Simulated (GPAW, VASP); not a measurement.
**One calculation of MnS, 3 ways**

```xyz
2
Lattice="0.0000 2.6045 2.6045 2.6045 0.0000 2.6045 2.6045 2.6045 0.0000" Properties=species:S:1:pos:R:3 pbc="T T T"
Mn    0.0000    0.0000    0.0000
S     2.6045    2.6045    2.6045
```

Alike in all runs: task single point; functional PBE; k mesh 9 × 9 × 9; occupations gaussian, width 0.05 eV; collinear spin, ferromagnetic start; no spin-orbit coupling. The measured crystal is an antiferromagnetic insulator; the state found here is the runs' own. Pressure is positive in compression and, in plane waves, holds the error of the finite cutoff.

| program and potentials | plane-wave cutoff (eV) | notes | pressure (GPa) | net moment per atom (μB) |
| --- | --- | --- | --- | --- |
| VASP, PBE PAW files Mn, S, 500 eV | 500 | 6.5 valence electrons an atom on average | -2.97 | 2.36 |
| VASP, PBE PAW files Mn_pv, S, 520 eV | 520 | 9.5 valence electrons an atom on average | -2.89 | 2.36 |
| GPAW, GPAW PAW data sets (gpaw-data 1.2.1) | 600 | 10.5 valence electrons an atom on average | -2.93 | 2.35 |

The pressure spans -2.97 (VASP, PBE PAW files Mn, S, 500 eV) to -2.89 GPa (VASP, PBE PAW files Mn_pv, S, 520 eV). The net moment per atom spans 2.35 (GPAW, GPAW PAW data sets (gpaw-data 1.2.1)) to 2.36 μB (VASP, PBE PAW files Mn_pv, S, 520 eV). The state is the one that the start led to, which needn't be the lowest.

Differences between rows come from potentials, basis sets and numerical settings, since the functional is the same but for its coding. Runs on potential files found faulty are left out.
